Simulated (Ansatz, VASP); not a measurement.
One calculation of Pt, two programs

The input INCAR:

```
SYSTEM = Pt
PREC = Accurate
ENCUT = 520
EDIFF = 1E-6
ISMEAR = 0
SIGMA = 0.15
LREAL = .False.
LASPH = .True.
NELM = 80
ALGO = Normal
ISIF = 2
LWAVE = .False.
LCHARG = .False.
GGA = PS
NBANDS = 11
```

KPOINTS

```
regular mesh
0
Gamma
  20 20 20
  0 0 0
```

The input POSCAR:

```
Pt
1.0
    0.0000000000      1.9285315000      1.9872685000
    1.9285315000      0.0000000000      1.9872685000
    1.9285315000      1.9285315000      0.0000000000
Pt
1
Direct
    0.0000000000      0.0000000000      0.0000000000
```

Input for Ansatz:

```yaml
crystal:
  lattice:
    - [0.0, 1.9285315, 1.9872685]
    - [1.9285315, 0.0, 1.9872685]
    - [1.9285315, 1.9285315, 0.0]
  atoms:
    - { symbol: Pt, position: [0.0, 0.0, 0.0] }
basis:
  ecutwfc: 420
kpoints:
  mp_grid: { grid: [20, 20, 20] }
hamiltonian:
  xc: pbesol
scf:
  occupations: { method: gaussian, width: 0.15 }
output:
  forces: true
  stress: true
  eigenvalues: true
```

Change from the starting cell: strain -0.015 along x and y, +0.015 along z, atoms carried along.

Alike in both runs: task single point; functional PBEsol; k mesh 20 × 20 × 20; occupations gaussian, width 0.15 eV; no spin polarisation.

|  | VASP | Ansatz |
| --- | --- | --- |
| version | VASP 6.6.1 | Ansatz 0.2.0 |
| potentials or method | VASP PAW PBE potentials, release 64 (Pt) | scalar-relativistic, plane waves, PAW |
| plane-wave cutoff (eV) | 520 | 420 |
| valence electrons in the cell | 10 | 18 |

```tsv
	VASP	Ansatz	Ansatz less VASP
gap on the k mesh at the Fermi level (eV)	none	none	-
pressure (GPa)	4.9	5.4	+0.42
largest component of the traceless stress (GPa)	2.52	2.53	+0.010
```

A gap of «none» marks a metal or a gap that the smearing closes. The two sets of potentials don't hold the same shells in valence.

Caveats: the PAW data sets were made with another functional, which shifts forces and pressure a little (VASP). Spin-orbit coupling is left out, which matters for the levels of Pt.
